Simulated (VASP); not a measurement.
# MgH₂, relaxation of the atoms: which settings are enough?

MgH₂, P1 (no. 1), 12 atoms in the cell. PBE with D3(BJ), relaxation of the atoms; PAW potentials Mg, H (PBE set). VASP 6.6.1.

Wanted: energy within 1 meV/atom; two shortest distances of each atom within 0.01 Å.

POSCAR:
```
MgH2
1.0
    5.3007680000      0.0000000000      0.0000000000
    0.0000000000      3.1133290000      0.0000000000
    0.0000000000      0.0000000000      5.9967950000
Mg H
4 8
Direct
    0.7575230000      0.7662260000      0.8983860000
    0.2329420000      0.2680900000      0.1062440000
    0.2459880000      0.7608740000      0.6052990000
    0.7538190000      0.2485750000      0.4008850000
    0.8527620000      0.2443170000      0.0669140000
    0.1484200000      0.7488260000      0.9197930000
    0.3521680000      0.2422190000      0.4232660000
    0.6369910000      0.7767400000      0.5841140000
   -0.0113390000      0.7059060000      0.3288960000
    0.9733660000      0.2526970000      0.6672500000
    0.5517770000      0.7231960000      0.1603770000
    0.5055840000      0.2623340000      0.8385760000
```

The series start from Force threshold EDIFFG (eV/Å): -0.02; Electronic threshold EDIFF (eV): 1e-6; Relaxation method: conjugate gradient, POTIM 0.5; Mixing and least electronic steps: default. Each series keeps the choices made before it, and each single choice may use up half of a tolerance.

## Force threshold EDIFFG (eV/Å)

| Force threshold EDIFFG (eV/Å) | Energy less reference (meV/atom) | Two shortest distances of each atom, largest deviation (Å) | Time (s) |
|---|---|---|---|
| -0.1 | 0.8 | 0.038 | 13 |
| -0.05 | 0.3 | 0.025 | 17 |
| -0.03 | 0.0 | 0.010 | 21 |
| -0.02 | 0.0 | 0.010 | 28 |
| -0.01 | 0.0 | 0.006 | 33 |
| -0.005 | 0.0 | 0.001 | 30 |
| -0.002 (reference) | 0.0 | 0.000 | 30 |

Chosen: -0.005, the loosest value from which every tighter one stays within half of the tolerance.

## Electronic threshold EDIFF (eV)

| Electronic threshold EDIFF (eV) | Energy less reference (meV/atom) | Two shortest distances of each atom, largest deviation (Å) | Time (s) |
|---|---|---|---|
| 0.001 | 0.0 | 0.001 | 22 |
| 0.0001 | 0.0 | 0.001 | 27 |
| 1e-5 | 0.0 | 0.000 | 31 |
| 1e-6 | 0.0 | 0.000 | 30 |
| 1e-7 (reference) | 0.0 | 0.000 | 42 |

Chosen: 0.001.

## Relaxation method

| Relaxation method | Energy less reference (meV/atom) | Two shortest distances of each atom, largest deviation (Å) | Time (s) |
|---|---|---|---|
| conjugate gradient, POTIM 0.5 | 0.0 | 0.000 | 22 |
| conjugate gradient, POTIM 0.2 | 0.0 | 0.001 | 30 |
| conjugate gradient, POTIM 1.0 | 0.0 | 0.000 | 25 |
| quasi-Newton, POTIM 0.5 | 0.0 | 0.001 | 26 |
| quasi-Newton, POTIM 0.3, 10 steps kept | 0.0 | 0.001 | 41 |
| quasi-Newton, POTIM 0.5, at least 5 electronic steps | 0.0 | 0.002 | 39 |
| damped dynamics, POTIM 0.2, SMASS 0.4 | 0.0 | 0.003 | 30 |
| damped dynamics, POTIM 0.4, SMASS 0.8 | 0.0 | 0.003 | 34 |
| velocity quench, POTIM 0.1 | 0.0 | 0.001 | 24 |

Chosen: conjugate gradient, POTIM 0.5; no other choice that stays within half of the tolerance saves 30 % of the time.

## Mixing and least electronic steps

| Mixing and least electronic steps | Energy less reference (meV/atom) | Two shortest distances of each atom, largest deviation (Å) | SCF iterations | Time (s) |
|---|---|---|---|---|
| default | 0.0 | 0.000 | 56 | 22 |
| MAXMIX 40 | 0.0 | 0.001 | 54 | 22 |
| NELMIN 4 | 0.0 | 0.001 | 78 | 26 |
| NELMIN 4, MAXMIX 40 | 0.0 | 0.001 | 78 | 25 |
| ALGO Fast | 0.0 | 0.001 | 50 | 19 |

Chosen: ALGO Fast; it saves 3.1 s of 22, so default would do nearly as well.

## All choices together

| Input | Energy less reference (meV/atom) | Two shortest distances of each atom, largest deviation (Å) | Time (s) |
|---|---|---|---|
| program defaults (naive) | 0.0 | 0.007 | 20 |
| chosen settings | 0.0 | 0.001 | 19 |
| reference settings throughout | 0.0 | 0.000 | 42 |

The tolerance is met.

## The input

INCAR:
```
SYSTEM = MgH2
ALGO = Fast
EDIFF = 0.001
EDIFFG = -0.005
ENCUT = 300
GGA = PE
IBRION = 2
ISIF = 2
ISMEAR = 0
IVDW = 12
KPAR = 4
LASPH = .True.
LCHARG = .False.
LREAL = .False.
LWAVE = .False.
NELM = 100
NSW = 150
POTIM = 0.5
PREC = Normal
SIGMA = 0.05
```

KPOINTS:
```
k-points
0
Gamma
  3 5 3
```

Commands:
```
cat potpaw_PBE.64/Mg/POTCAR potpaw_PBE.64/H/POTCAR > POTCAR
mpirun -np 4 vasp_std > vasp.out
```

The naive input happens to agree within the tolerance here, in 20 s.

Limits: the start was distorted on purpose (atoms moved at random), so the space group given is the start's and not the crystal's.

The chosen input took VASP 6.6.1 19 s on 4 cores (Intel Xeon 6975P-C (Granite Rapids)), a shared host.

## An input that fails: ionic step far too long

VASP's message: internal error in: us.F  at line: 1398 internal ERROR SETYLM_AUG: -17 -25 31 31 -18 1 -26 If you are not a developer, you should not encounter this problem. Please submit a bug report.

Changes against the starting input:
```
- NELM = 100
- IBRION = 2
- NSW = 150
- POTIM = 0.5
+ NELM = 60
+ IBRION = 3
+ NSW = 30
+ POTIM = 5.0
+ SMASS = 0.4
```
